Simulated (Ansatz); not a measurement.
Clamped-ion strain scan in ScAl

All numbers below come from DFT r2SCAN, scalar-relativistic, plane waves, PAW in Ansatz 0.2.0. The runs took a 500 eV cutoff, a Γ-centred 18×18×18 mesh and Gaussian smearing (0.15 eV). No spin polarisation. Energies are free energies at this smearing, counted from the undisturbed cell; pressure is positive in compression.

The starting cell (relaxed at this level; with this scan's settings it stands at 0.1 GPa; it needn't be the usual structure):

```
CELL_PARAMETERS angstrom
3.36910 0.00000 0.00000
0.00000 3.36910 0.00000
0.00000 0.00000 3.36910
ATOMIC_POSITIONS crystal
Sc 0.50000 0.50000 0.50000
Al 0.00000 0.00000 0.00000
```

The cell is strained by ε times the Voigt pattern (0, 0, 0, 0, 0, 1) (xx, yy, zz, yz, xz, xy; engineering shear) with fractional coordinates fixed. The cell is metallic on the mesh throughout.

| ε | ΔE (meV/atom) |
| --- | --- |
| -0.1000 | 59.3 |
| -0.0500 | 14.9 |
| 0.0000 | 0.0 |
| 0.0125 | 0.9 |
| 0.0250 | 3.7 |
| 0.0375 | 8.4 |
| 0.0625 | 23.3 |
| 0.0750 | 33.5 |
| 0.0875 | 45.5 |

Task: Predict the pressure (GPa) at each point.

Result:
```tsv
ε	pressure (GPa)
-0.1000	1.2
-0.0500	0.4
0.0000	0.1
0.0125	0.1
0.0250	0.2
0.0375	0.2
0.0625	0.5
0.0750	0.7
0.0875	1.0
```